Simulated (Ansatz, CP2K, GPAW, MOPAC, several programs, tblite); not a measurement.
## What each method gives for PbTe (zincblende)

PbTe built on the zincblende prototype, relaxed with r2SCAN in Ansatz, was computed with several methods. The symmetry is F-43m (No. 216, cubic); conventional cell a = 7.283 Å, 48.29 Å³ an atom. Pb has 4 Te at 3.15 Å; Te has 4 Pb at 3.15 Å. The calculation is spin-unpolarised, and the structure need not be a phase that has been made.

```yaml
crystal:
  lattice:
    - [0.00000, 3.64149, 3.64149]
    - [3.64149, 0.00000, 3.64149]
    - [3.64149, 3.64149, 0.00000]
  atoms:
    - { symbol: Pb, position: [0.00000, 0.00000, 0.00000] }
    - { symbol: Te, position: [0.25000, 0.25000, 0.25000] }
```

Gaps and times are for a single point on this cell; volume and bulk modulus come from each method's own relaxation or energy curve at fixed shape. Times are rough, from shared hosts (Arm Neoverse V2), and each method has its own mesh and cell size. PM6 (MOPAC), PM7 (MOPAC), GFN1-xTB (tblite), GFN2-xTB (tblite) treat a cluster of cells at its zone centre, which samples few k points: where these miss a band edge, the gap comes out too large for that reason alone. Gaps from k meshes are read at a limited set of points (mesh, symmetry points, PBE's band edges), so each method's own least gap may be somewhat smaller. xTB and the PM methods were fitted mostly to molecules, and can miss a solid's gap by electronvolts. Minimal bases can be far off for gaps. GLLB-SC's gap includes the derivative discontinuity. d marks a direct gap, i an indirect one (no mark: not told apart), a dash a value that wasn't computed or didn't pass its checks.

| method | kind | gap (eV) | own volume (Å³/atom) | bulk modulus (GPa) | atoms computed | processor time |
| --- | --- | --- | --- | --- | --- | --- |
| light PBE (260 eV and a coarse mesh) | light plane-wave | 0.61 i | – | – | 2 | 0.89 s |
| GFN1-xTB (tblite) | tight binding | 2.23 | – | – | 64 | 1.3 s |
| PM6 (MOPAC) | semi-empirical | 3.89 | – | – | 64 | 1.4 s |
| GFN2-xTB (tblite) | tight binding | 2.58 | – | – | 64 | 2.2 s |
| PBE/single zeta (GPAW) | small basis | 0.80 i | – | – | 2 | 2.2 s |
| PM7 (MOPAC) | semi-empirical | 6.32 | – | – | 64 | 2.4 s |
| PBE | semilocal | 0.59 i | 49.25 | 24 | 2 | 3.8 s |
| PBE/SZV (CP2K) | small basis | 0.90 i | 50.80 | 29 | 2 | 4.9 s |
| PBE/DZVP (CP2K) | small basis | 0.48 i | 49.31 | 24 | 2 | 7.7 s |
| r2SCAN | semilocal | 0.75 i | 48.29 | 27 | 2 | 8.4 s |
| GLLB-SC (GPAW) | model potential | 1.36 | – | – | 2 | 12 s |

Against r2SCAN (0.75 eV) and with closed or daggered gaps left aside, the nearest gap at the points sampled is that of PBE/single zeta (GPAW) (+0.05 eV) and the farthest that of PM7 (MOPAC) (+5.57 eV). r2SCAN is only a yardstick of convenience: semilocal gaps usually lie below measured ones, which GLLB-SC and hybrids aim to mend.

Volumes against r2SCAN's: PBE +2.0 %, PBE/SZV (CP2K) +5.2 %, PBE/DZVP (CP2K) +2.1 %.

Spin-orbit coupling is left out; in compounds of Pb, Bi, Tl or Hg it can lower a gap by up to about 1 eV, split its edges or invert the bands.
